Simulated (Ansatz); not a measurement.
# BaTiO3: band gap under strain

Aim: follow the gap of the known phase of BaTiO3 with 5 atoms a cell through these states: no strain; +6.0 % strain along x alone; -5.8 % biaxial strain in x and y, z held. The table at the end shows which levels were run.

Program: Ansatz 0.2.0. PAW datasets, plane waves. The values are computed, spin-unpolarised, and not measurements.

## Step 1: Starting point

The unstrained cell was relaxed with r2SCAN; in each strained cell the atoms were relaxed again with r2SCAN. Names of k-points are those of the unstrained zone, where strain can split equivalent points. First state: no strain.

Space group Pm-3m (No. 221), cubic; conventional cell a = 3.994 Å, 12.74 Å³ an atom. Ba has 12 O at 2.82 Å; Ti has 6 O at 2.00 Å; O has 2 Ti at 2.00 Å and 4 Ba at 2.82 Å.

Coordinates:

```
CELL_PARAMETERS angstrom
3.99410 0.00000 0.00000
0.00000 3.99410 0.00000
0.00000 0.00000 3.99410
ATOMIC_POSITIONS crystal
Ba 0.50000 0.50000 0.50000
Ti 0.00000 0.00000 0.00000
O 0.50000 0.00000 0.00000
O 0.00000 0.50000 0.00000
O 0.00000 0.00000 0.50000
```

## Step 2: No strain: PBE

Contents of input.yaml:

```yaml
crystal:
  lattice:
    - [3.9940959546, 0.0, 0.0]
    - [0.0, 3.9940959546, 0.0]
    - [0.0, 0.0, 3.9940959546]
  atoms:
    - { symbol: Ba, position: [0.5, 0.5, 0.5] }
    - { symbol: Ti, position: [0.0, 0.0, 0.0] }
    - { symbol: O, position: [0.5, 0.0, 0.0] }
    - { symbol: O, position: [0.0, 0.5, 0.0] }
    - { symbol: O, position: [0.0, 0.0, 0.5] }
kpoints:
  mp_grid: { grid: [6, 6, 6] }
  band_path:
    path: [[0.0, 0.0, 0.0], [0.0, 0.5, 0.0], [0.5, 0.5, 0.0], [0.5, 0.5, 0.5]]
    npoints: 1
hamiltonian:
  xc: pbe
scf:
  occupations: { method: fermi_dirac, width: 0.02 }
  n_extra_bands: 5
output:
  forces: true
  stress: true
  eigenvalues: true
```

On the command line:

```
$ ansatz run input.yaml --threads 4 --pin off --max-ram 5529MiB --backend cpu --events-out ev --progress --plain --runs-dir out
```

Further steps of the session: No strain: r2SCAN; No strain: HSE06; +6.0 % strain along x alone: PBE; +6.0 % strain along x alone: r2SCAN; +6.0 % strain along x alone: HSE06; -5.8 % biaxial strain in x and y, z held: PBE; -5.8 % biaxial strain in x and y, z held: r2SCAN; -5.8 % biaxial strain in x and y, z held: HSE06.

Before running it: what results should come out?

As calculated:

Least gap in eV (negative: overlap), with the change from the unstrained cell in brackets:

| state | volume change (%) | PBE | r2SCAN | HSE06 |
| --- | --- | --- | --- | --- |
| no strain | +0.0 | 1.82 | 2.17 | 3.21 |
| +6.0 % strain along x alone | +6.0 | 1.59 (-0.23) | 1.92 (-0.25) | 2.96 (-0.25) |
| -5.8 % biaxial strain in x and y, z held | -11.3 | 1.91 (+0.09) | 2.30 (+0.13) | 3.38 (+0.17) |

**Reading.** With HSE06, of the states in the table +6.0 % strain along x alone shifts the gap most, by -0.248 eV. PBE and HSE06 differ by 1.38 eV on the unstrained gap, and by at most 0.08 eV on its change: PBE follows the response to strain far better than the gap itself. Spin-orbit coupling is left out of the table, though the cell holds Ba (Z = 56).
